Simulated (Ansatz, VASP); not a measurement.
## One calculation of Ga, two programs

The input INCAR:

```
PREC     = Accurate       # precision mode
ENCUT    = 520            # plane-wave cutoff, eV
EDIFF    = 1E-6           # SCF threshold, eV
ISMEAR   = -1             # smearing method
SIGMA    = 0.05           # smearing width, eV
LREAL    = F              # projectors in reciprocal space
LASPH    = T              # aspherical terms in the spheres
NELM     = 60             # most SCF steps
ALGO     = Normal         # electronic algorithm
ISIF     = 2              # what is computed and relaxed
LWAVE    = F              # write WAVECAR
LCHARG   = F              # write CHGCAR
GGA      = PE             # functional
```

KPOINTS

```
Automatic mesh
0
Gamma
  10 10 10
```

The input POSCAR:

```
Ga
1.0
    2.7164800000     -0.0271648000      0.0000000000
   -0.0271648000      2.7164800000      0.0000000000
    0.0000000000      0.0000000000      2.7164800000
Ga
1
Direct
    0.0000000000      0.0000000000      0.0000000000
```

Contents of input.yaml:

```yaml
crystal:
  lattice:
    - [2.71648, -0.0271648, 0.0]
    - [-0.0271648, 2.71648, 0.0]
    - [0.0, 0.0, 2.71648]
  atoms:
    - { symbol: Ga, position: [0.0, 0.0, 0.0] }
hamiltonian:
  xc: pbe
  pseudopotentials: { kind: paw }
kpoints:
  mp_grid: { grid: [10, 10, 10] }
scf:
  occupations: { method: fermi_dirac, width: 0.05 }
output:
  forces: true
  stress: true
  eigenvalues: true
```

Change from the starting cell: strain = -0.02.

Alike in both runs: task single point; functional PBE; k mesh 10 × 10 × 10; occupations fermi-dirac, width 0.05 eV; no spin polarisation.

|  | VASP | Ansatz |
| --- | --- | --- |
| version | VASP 6.6.1 | Ansatz 0.2.0 |
| potentials or method | VASP PAW PBE potentials, release 64 (Ga_d) | Ansatz PAW |
| plane-wave cutoff (eV) | 520 | 420 |
| valence electrons in the cell | 13 | 13 |

VASP gave:

- gap on the k mesh at the Fermi level (eV): none
- pressure (GPa): 0.3
- largest component of the traceless stress (GPa): 0.82

Question: Estimate Ansatz's values.

Answer: gap on the k mesh at the Fermi level (eV): none; pressure (GPa): 0.2; largest component of the traceless stress (GPa): 0.82.

A gap of «none» marks a metal or a gap that the smearing closes.
